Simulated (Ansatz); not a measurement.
Crystal: Sb2Pt (Geversite).

```
Pt Sb
1.0
     6.44230    0.00000    0.00000
     0.00000    6.44230    0.00000
     0.00000    0.00000    6.44230
Pt Sb
4 8
Direct
  0.00000 0.50000 0.50000
  0.50000 0.50000 0.00000
  0.50000 0.00000 0.50000
  0.00000 0.00000 0.00000
  0.37530 0.12470 0.87530
  0.12470 0.87530 0.37530
  0.87530 0.37530 0.12470
  0.62470 0.62470 0.62470
  0.62470 0.87530 0.12470
  0.87530 0.12470 0.62470
  0.12470 0.62470 0.87530
  0.37530 0.37530 0.37530
```

```yaml
Program: Ansatz 0.2.0
Task: relaxation of cell and atoms
Functional: PBE
Potentials_or_basis: Ansatz PAW
Cutoff: "420 eV (not typed: the program's choice for these potentials)"
k_mesh: 4 × 4 × 4
Occupations: fermi-dirac, width 0.05 eV
Spin: no spin polarisation
```

At the start: volume 22.28 Å³/atom.

**Question.** How do energy, volume and symmetry change on relaxing?

**Answer.** It ends after 5 steps and the volume is 23.49 Å³/atom (+5.4 %); space group Pa-3 (No. 205, to 0.05 Å).

The path:
```
step  energy change (eV)  largest force (eV/Å)  volume (Å³)
   1              0.0000                0.1228       267.38
   2             -0.2572                0.0139       284.69
   3             -0.2671                0.0031       282.13
   4             -0.2673                0.0022       281.86
   5             -0.2719                0.0023       281.86
```

Final structure:
```
Pt Sb
1.0
     6.55659    0.00000    0.00000
     0.00000    6.55659    0.00000
     0.00000    0.00000    6.55659
Pt Sb
4 8
Direct
  0.00000 0.50000 0.50000
  0.50000 0.50000 0.00000
  0.50000 0.00000 0.50000
  0.00000 0.00000 0.00000
  0.37491 0.12509 0.87491
  0.12509 0.87491 0.37491
  0.87491 0.37491 0.12509
  0.62509 0.62509 0.62509
  0.62509 0.87491 0.12509
  0.87491 0.12509 0.62509
  0.12509 0.62509 0.87491
  0.37491 0.37491 0.37491
```

Caveat: the plane-wave basis is chosen anew once the cell has moved, so the energies of steps on either side of that aren't comparable.
